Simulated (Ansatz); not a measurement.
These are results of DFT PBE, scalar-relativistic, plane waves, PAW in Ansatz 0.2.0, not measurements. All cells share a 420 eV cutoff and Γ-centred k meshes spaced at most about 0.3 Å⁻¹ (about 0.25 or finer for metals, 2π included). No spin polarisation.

Temperature and zero-point effects are left out.

Compare these two cells of Mg₂O, each relaxed at this level.

A.

Space group P-3m1 (No. 164). a = 3.077 Å, b = 3.077 Å, c = 10.103 Å, α = 90.00°, β = 90.00°, γ = 120.00°
```json
{"atom": "Mg", "site": "1a", "symmetry": "-3m.", "x": "0.0000", "y": "0.0000", "z": "0.0000"}
{"atom": "Mg", "site": "2d", "symmetry": "3m.", "x": "0.3333", "y": "0.6667", "z": "0.7559"}
{"atom": "Mg", "site": "1b", "symmetry": "-3m.", "x": "0.0000", "y": "0.0000", "z": "0.5000"}
{"atom": "O", "site": "2d", "symmetry": "3m.", "x": "0.3333", "y": "0.6667", "z": "0.1205"}
```

B.

Space group I4_1/amd:1 (No. 141). a = 4.374 Å, b = 4.374 Å, c = 8.764 Å, α = 90.00°, β = 90.00°, γ = 90.00°
| atom | site | symmetry | x | y | z |
| --- | --- | --- | --- | --- | --- |
| Mg | 8e | 2mm. | 0.0000 | 0.0000 | 0.2416 |
| O | 4a | -4m2 | 0.0000 | 0.0000 | 0.0000 |

Problem. Which is lower in energy, and by how much?

Solution. A is lower, by 147 meV/atom. A has space group P-3m1 (No. 164), 13.8 Å³/atom and no gap on its mesh; B has the anti-anatase type, space group I4_1/amd (No. 141), 14.0 Å³/atom and no gap. Counting O atoms around Mg (those within 1.25 times the shortest such distance or 1.15 times the sum of covalent radii; a plus sign parts nearer from farther groups; the shortest distance is added where it is long for a bond; a slash parts the counts of unlike sites), A has Mg 3/6/6+6 from 4.2 Å and B has Mg 3. In A, Mg on a site of symmetry -3m is surrounded by 6 O at 2.15 Å and 12 Mg at 3.04–3.08 Å; Mg on a site of symmetry 3m has 3 O at 2.17 Å and 12 Mg at 3.04–3.14 Å; around O lie 6 Mg at 2.15–2.17 Å; 1 more site not described. In B, Mg is surrounded by 3 O at 2.12–2.19 Å and 12 Mg at 2.99–3.20 Å; O has 6 Mg at 2.12–2.19 Å. Both come from invented guesses.

Cells relaxed within their symmetry can be saddle points.

The 147 meV/atom in favour of A probably reflects how the two cells accommodate the same electron excess. With Mg as a dication and O as a closed-shell dianion, Mg₂O keeps two valence electrons per formula unit that oxygen can't take up, so they occupy Mg-derived s and p states, in keeping with the missing gap in both cells. Oxygen has six Mg neighbours at similar distances in each, so its immediate coordination hardly separates them. The difference lies on the metal side: B gives every Mg three O neighbours, whereas A stacks rocksalt-like oxide slabs with a Mg layer that has no O nearer than 4.2 Å. This suggests that the surplus electrons are better accommodated in metal-like regions, while the oxide part keeps its strong ionic attraction.

A thus looks like a step towards separation into Mg and MgO, the familiar phases of this system. The energy difference ranks only these two arrangements and doesn't show that either would survive against that decomposition.
